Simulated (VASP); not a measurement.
The system is GeSe.

```
Ge Se
1.0
    10.79000    0.00000    0.00000
     0.00000    3.82000    0.00000
     0.00000    0.00000    4.38000
Ge Se
4 4
Direct
  0.12100 0.75000 0.89400
  0.62100 0.75000 0.60600
  0.37900 0.25000 0.39400
  0.87900 0.25000 0.10600
  0.85200 0.75000 0.49700
  0.35200 0.75000 0.00300
  0.64800 0.25000 0.99700
  0.14800 0.25000 0.50300
```

* Program: VASP 6.6.1
* Task: relaxation of cell and atoms
* Functional: PBEsol
* Potentials or basis: VASP PAW PBE potentials, release 64 (Ge_d, Se)
* Cutoff: 600 eV
* k mesh: 4 × 8 × 6
* Occupations: gaussian, width 0.03 eV
* Spin: no spin polarisation

At the start: pressure -0.0 GPa; volume 22.57 Å³/atom.

Question: How do energy, volume and symmetry change on relaxing?

Answer: Over 25 steps the energy falls by 4.0 meV/atom and the volume is 22.00 Å³/atom (-2.5 %); space group Pnma (No. 62, to 0.05 Å).

The path:
```csv
step,energy change (eV),largest force (eV/Å),pressure (GPa),volume (Å³)
1,0.0000,0.2121,-0.01,180.53
2,-0.0114,0.0923,-0.27,180.48
3,-0.0122,0.0711,-0.36,180.46
4,-0.0196,0.0766,-0.18,179.04
5,-0.0249,0.0972,0.67,174.80
6,-0.0262,0.0912,0.49,176.01
7,-0.0296,0.0394,0.09,176.17
8,-0.0297,0.0339,0.02,176.20
9,-0.0297,0.0347,0.04,176.19
10,-0.0299,0.0314,-0.02,176.30
11,-0.0303,0.0237,-0.12,176.55
12,-0.0305,0.0193,0.00,176.44
13,-0.0306,0.0179,0.02,176.36
14,-0.0307,0.0207,0.04,176.21
15,-0.0308,0.0189,0.04,176.23
16,-0.0310,0.0187,-0.03,176.32
17,-0.0310,0.0208,-0.04,176.35
18,-0.0311,0.0183,-0.03,176.29
19,-0.0313,0.0136,0.00,176.11
20,-0.0314,0.0121,0.02,176.05
21,-0.0315,0.0106,0.04,175.93
22,-0.0316,0.0131,-0.05,176.08
23,-0.0316,0.0122,-0.01,176.06
24,-0.0316,0.0121,-0.06,176.07
25,-0.0317,0.0086,0.01,175.98
```

Final structure:
```
CELL_PARAMETERS angstrom
10.72310 0.00000 0.00000
0.00000 3.86053 0.00000
0.00000 0.00000 4.25104
ATOMIC_POSITIONS crystal
Ge 0.11945 0.75000 0.89492
Ge 0.61945 0.75000 0.60508
Ge 0.38055 0.25000 0.39492
Ge 0.88055 0.25000 0.10508
Se 0.85615 0.75000 0.50662
Se 0.35615 0.75000 0.99338
Se 0.64385 0.25000 0.00662
Se 0.14385 0.25000 0.49338
```

Caveat: the PAW data sets were made with another functional, which shifts forces and pressure a little.
